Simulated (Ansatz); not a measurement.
# How far is PAW off for La₂O₃?

```
La O
1.0
     3.93000    0.05895    0.05895
    -1.91395    3.37400    0.02158
     0.09180    0.09180    6.12000
La O
2 3
Direct
  0.33333 0.66667 0.25000
  0.66667 0.33333 0.75000
  0.25000 0.25000 0.00000
  0.75000 0.00000 0.00000
  0.00000 0.75000 0.00000
```

Atom numbers follow the list: La1, La2, O3, O4, O5.

Conventional cell: a = 3.879 Å, b = 3.931 Å, c = 6.121 Å, α = 91.73°, β = 90.64°, γ = 118.70°. La (atom 1) has 3 O at 2.11 to 2.16 Å as nearest neighbours. Around La (atom 2) lie 3 O at 2.11 to 2.19 Å. Around O (atom 3) lie 2 O at 1.70 to 1.72 Å. Around O (atom 4) lie 2 O at 1.68 to 1.72 Å. O (atom 5) has 2 O at 1.68 to 1.70 Å as nearest neighbours.

The cell comes from COD entry 1010278, which wasn't checked; take it as a given geometry. It is an old determination, and later ones may differ. The listed cell was then made from it by scaling, straining or moving an atom.

Spin–orbit coupling is left out, though it moves levels of the heavy atoms by tenths of an eV or more.

Methods: DFT, PBEsol, PAW with Ansatz's default frozen-core files, scalar-relativistic (Ansatz 0.2.0); DFT, PBEsol, all-electron LAPW, scalar-relativistic (Ansatz 0.2.0).

For PAW: a Γ-centred 6×6×4 k mesh, Fermi–Dirac smearing of 0.02 eV, cutoff 420 eV, no spin polarisation; the PAW files were made with PBE, and the program remakes their frozen cores for this functional; the mesh is coarse along some axis. LAPW targets a basis error of 1 meV/atom. The Ansatz runs share mesh, smearing and spin set-up. Plane-wave (PAW) pressures include the program's estimate of the Pulay term.

Stress and pressure are positive in compression.

The change that made this cell: equal xy, yz and zx engineering shear strains of +3 %.

PAW results:

```
              quantity     PAW
        pressure (GPa)   36.48
       stress xx (GPa)   48.11
       stress yy (GPa)   47.35
       stress zz (GPa)   13.98
       stress yz (GPa)   -0.83
       stress xy (GPa)    0.42
force on La1, z (eV/Å)   0.950
force on La2, z (eV/Å)  -0.983
 force on O3, y (eV/Å)   6.592
 force on O4, x (eV/Å)  -7.271
```

What does full-potential LAPW give for the same quantities?


```csv
quantity,LAPW
pressure (GPa),36.40
stress xx (GPa),48.04
stress yy (GPa),47.29
stress zz (GPa),13.89
stress yz (GPa),-0.83
stress xy (GPa),0.41
"force on La1, z (eV/Å)",0.925
"force on La2, z (eV/Å)",-0.958
"force on O3, y (eV/Å)",6.589
"force on O4, x (eV/Å)",-7.270
```
